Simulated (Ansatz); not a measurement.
## Ni under changes of volume

One of the cells (10.597 Å³/atom); the others are scaled copies at fixed shape and fractional positions:

```
Ni
1.0
    -1.38372    1.38372    1.38372
     1.38372   -1.38372    1.38372
     1.38372    1.38372   -1.38372
Ni
1
Cartesian
  0.0000 0.0000 0.0000
```

This isn't the form of Ni at room conditions, which is fcc.

```yaml
Program: Ansatz 0.2.0
Functional: LDA
Potentials_or_basis: all-electron LAPW, scalar-relativistic
Cutoff: 339 eV (chosen from the basis error)
Basis_error_allowed: 0.001 eV/atom
k_mesh: 13 × 13 × 13
Occupations: fermi-dirac, width 0.05 eV
Spin: collinear spin, ferromagnetic start
Starting_moments: "[1.0] μB"
```

```tsv
volume (Å³/atom)	energy over the lowest point (meV/atom)	pressure (GPa)	moment (μB per cell)
9.962	0.00	2.3	0.21
10.174	?	?	?
10.385	7.61	-6.4	0.51
10.597	18.63	-10.3	0.55
10.809	34.74	-13.9	0.57
11.021	55.40	-17.1	0.58
11.233	80.09	-20.0	0.59
```

Problem. What does the run at 10.174 Å³/atom give?

Solution. Energy over the lowest point 0.93 meV/atom; pressure -2.7 GPa; moment 0.29 μB per cell.

Worked out: A Birch-Murnaghan fit of order 3 (a polynomial in V^(-2/3)) to the other rows has its minimum at 10.02 Å³/atom with B0 = V·E''(V) = 188 GPa (rough, since the energies scatter). It gives 1.21 meV/atom at 10.174 Å³/atom, against the run's 0.93, and -dE/dV = -2.9 GPa, against -2.7. A parabola through the other rows of the moment, of slope 0.598 μB per Å³/atom there, gives 0.37 μB, against the run's 0.29. The fit is too stiff a form for this range.

Energies are extrapolated to zero smearing.
